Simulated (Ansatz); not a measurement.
## Li: relaxation of cell and atoms with PBEsol

Crystal: Li.

```
Li
1.0
     0.00000    2.20200    2.20200
     2.20200    0.00000    2.20200
     2.20200    2.20200    0.00000
Li
1
Direct
  0.00000 0.00000 0.00000
```

This isn't the form of Li at room conditions, which is bcc.

```yaml
Program: Ansatz 0.2.0
Task: relaxation of cell and atoms
Functional: PBEsol
Potentials_or_basis: Ansatz PAW
Cutoff: "420 eV (not typed: the program's choice for these potentials)"
k_mesh: 10 × 10 × 10
Occupations: fermi-dirac, width 0.05 eV
Spin: no spin polarisation
Target_pressure_GPa: 0
```

```json
{"Relaxed volume": "20.16 Å³/atom", "Relaxed cell": "a = 3.055 Å, b = 3.055 Å, c = 3.055 Å, α = 60.00°, β = 60.00°, γ = 60.00°", "Space group after relaxing (to 0.05 Å)": "Fm-3m (No. 225)", "Energy gained by relaxing": "2.5 meV/atom", "Ionic steps": "4", "Pressure after relaxing": "0.0 GPa", "Band gap on the k mesh": "none (metal or under the smearing width)"}
```

The path:
```tsv
step	energy change (eV)	largest force (eV/Å)	volume (Å³)
1	0.0000	0.0000	21.35
2	-0.0017	0.0000	20.86
3	-0.0026	0.0000	20.16
4	-0.0025	0.0000	20.16
```

Final structure:
```cif
data_structure
_symmetry_space_group_name_H-M 'P 1'
_symmetry_Int_Tables_number 1
_cell_length_a 3.0551
_cell_length_b 3.0551
_cell_length_c 3.0551
_cell_angle_alpha 60.000
_cell_angle_beta 60.000
_cell_angle_gamma 60.000
_cell_volume 20.16
loop_
_atom_site_label
_atom_site_type_symbol
_atom_site_fract_x
_atom_site_fract_y
_atom_site_fract_z
_atom_site_occupancy
Li1 Li 0.00000 0.00000 0.00000 1
```

Levels at points of the mesh, in eV from the Fermi level:
```csv
k point,band 1,band 2,band 3,band 4,band 5
"(0.00, 0.00, 0.00)",-45.87,-3.51,14.53,14.53,14.53
"(0.00, 0.00, -0.50)",-45.85,0.04,3.00,12.78,12.78
"(0.00, -0.50, -0.50)",-45.84,1.60,4.78,8.54,8.54
```

It took 1.4 s on 2 threads of Arm Neoverse V1, with other jobs on the host, peak memory 0.25 GiB.

Caveat: the plane-wave basis is chosen anew once the cell has moved, so the energies of steps on either side of that aren't comparable.
